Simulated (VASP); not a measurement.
NaH:

```
Na H
1.0
     0.00000    2.44000    2.44000
     2.44000    0.00000    2.44000
     2.44000    2.44000    0.00000
Na H
1 1
Direct
  0.00000 0.00000 0.00000
  0.50000 0.50000 0.50000
```

- Program: VASP 6.6.1
- Task: relaxation of cell and atoms
- Functional: PBEsol
- Potentials or basis: VASP PAW PBE potentials, release 64 (Na_pv, H)
- Cutoff: 600 eV
- k mesh: 10 × 10 × 10
- Occupations: gaussian, width 0.03 eV
- Spin: no spin polarisation

At the start: pressure -1.2 GPa; volume 14.53 Å³/atom.

Problem. Where does the relaxation end?

Solution. Over 4 steps the energy falls by 2.9 meV/atom and the volume is 13.76 Å³/atom (-5.3 %); space group Fm-3m (No. 225, to 0.05 Å).

The path:
```
step  energy change (eV)  largest force (eV/Å)  pressure (GPa)  volume (Å³)
   1              0.0000                0.0000           -1.19        29.05
   2             -0.0029                0.0000           -0.84        28.60
   3             -0.0056                0.0000           -0.24        27.82
   4             -0.0058                0.0000            0.02        27.52
```

Final structure:
```cif
data_structure
_symmetry_space_group_name_H-M 'P 1'
_symmetry_Int_Tables_number 1
_cell_length_a 3.3889
_cell_length_b 3.3889
_cell_length_c 3.3889
_cell_angle_alpha 60.000
_cell_angle_beta 60.000
_cell_angle_gamma 60.000
_cell_volume 27.52
loop_
_atom_site_label
_atom_site_type_symbol
_atom_site_fract_x
_atom_site_fract_y
_atom_site_fract_z
_atom_site_occupancy
Na1 Na 0.00000 0.00000 0.00000 1
H1 H 0.50000 0.50000 0.50000 1
```

Caveat: the PAW data sets were made with another functional, which shifts forces and pressure a little.
